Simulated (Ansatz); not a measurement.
# Compressing TiAl

The calculation used DFT PBE, scalar-relativistic, plane waves, PAW in Ansatz. Settings: 420 eV cutoff, 14×14×10 k-mesh, Gaussian smearing of 0.10 eV, no spin polarisation.

Reference structure (relaxed):

```yaml
crystal:
  lattice:
    - [2.82164, 0.00000, 0.00000]
    - [0.00000, 2.82164, 0.00000]
    - [0.00000, 0.00000, 4.07827]
  atoms:
    - { symbol: Ti, position: [0.50000, 0.50000, 0.50000] }
    - { symbol: Al, position: [0.00000, 0.00000, 0.00000] }
```

Cell and atoms are relaxed at each pressure within the symmetry of the start, at zero temperature, so transitions that lower the symmetry aren't seen. The k-mesh given is that at zero pressure and may differ at others. a, b and c are the lengths of the cell vectors above. ΔH is E + PV over the energy at zero pressure.

```
P (GPa) V (Å³/atom) V/V0  a (Å) b (Å) c (Å)  ΔH (eV/atom)
     -2        16.52  1.018  2.838  2.838  4.102        -0.204
      0        16.23  1.000  2.822  2.822  4.078         0.000
      2        15.96  0.983  2.806  2.806  4.054         0.201
      5        15.59  0.961  2.785  2.785  4.022         0.496
     10        15.05  0.927  2.752  2.752  3.974         0.974
     20        14.18  0.873  2.699  2.699  3.891         1.884
     40        12.92  0.796  2.622  2.622  3.759         3.571
```